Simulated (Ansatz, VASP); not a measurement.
**AlO: VASP beside Ansatz**

The input INCAR:

```
SYSTEM = AlO
PREC     = Accurate       ! precision mode
ENCUT    = 520            ! plane-wave cutoff, eV
EDIFF    = 1E-7           ! SCF threshold, eV
ISMEAR   = -1             ! smearing method
SIGMA    = 0.05           ! smearing width, eV
LREAL    = .False.        ! projectors in reciprocal space
LASPH    = .True.         ! aspherical terms in the spheres
NELM     = 80             ! most SCF steps
ALGO     = Normal         ! electronic algorithm
ISIF     = 2              ! what is computed and relaxed
LWAVE    = .False.        ! write WAVECAR
LCHARG   = .False.        ! write CHGCAR
GGA      = PE             ! functional
NBANDS   = 12             ! bands
```

KPOINTS

```
regular mesh
0
Gamma
  10 10 10
  0 0 0
```

Contents of POSCAR:

```
AlO
1.0
    2.7317639256      0.0000000000      0.0000000000
    0.0000000000      2.7317639256      0.0000000000
    0.0000000000      0.0000000000      2.7317639256
Al O
1 1
Direct
    0.5000000000      0.5000000000      0.5000000000
    0.0000000000      0.0000000000      0.0000000000
```

File input.yaml:

```yaml
crystal:
  lattice:
    - [2.7317639256, 0.0, 0.0]
    - [0.0, 2.7317639256, 0.0]
    - [0.0, 0.0, 2.7317639256]
  atoms:
    - { symbol: Al, position: [0.5, 0.5, 0.5] }
    - { symbol: O, position: [0.0, 0.0, 0.0] }
hamiltonian:
  xc: pbe
  pseudopotentials: { kind: paw }
kpoints:
  mp_grid: { grid: [10, 10, 10] }
scf:
  occupations: { method: fermi_dirac, width: 0.05 }
output:
  forces: true
  stress: true
  eigenvalues: true
  write_density: true
  write_potential: true
  elf: true
  volumetric_format: npy
```

Change from the starting cell: volume scaled by 0.96.

Alike in both runs: task single point; functional PBE; k mesh 10 × 10 × 10; occupations fermi-dirac, width 0.05 eV; no spin polarisation.

|  | VASP | Ansatz |
| --- | --- | --- |
| version | VASP 6.6.1 | Ansatz 0.2.0 |
| potentials or method | VASP PAW PBE potentials, release 64 (Al, O) | Ansatz PAW |
| plane-wave cutoff (eV) | 520 | 420 |
| valence electrons in the cell | 9 | 9 |

|  | VASP | Ansatz | Ansatz less VASP |
| --- | --- | --- | --- |
| gap on the k mesh at the Fermi level (eV) | none | none | - |
| pressure (GPa) | 5.6 | 5.8 | +0.18 |

A gap of «none» marks a metal or a gap that the smearing closes. With one functional, cell and mesh, what is left measures potentials, basis and numerics.

Caveats: an odd number of electrons without spin polarisation forces a metal; a magnetic or distorted state may lie lower; the pressure holds a Pulay correction of +0.6 GPa for the finite cutoff (Ansatz).
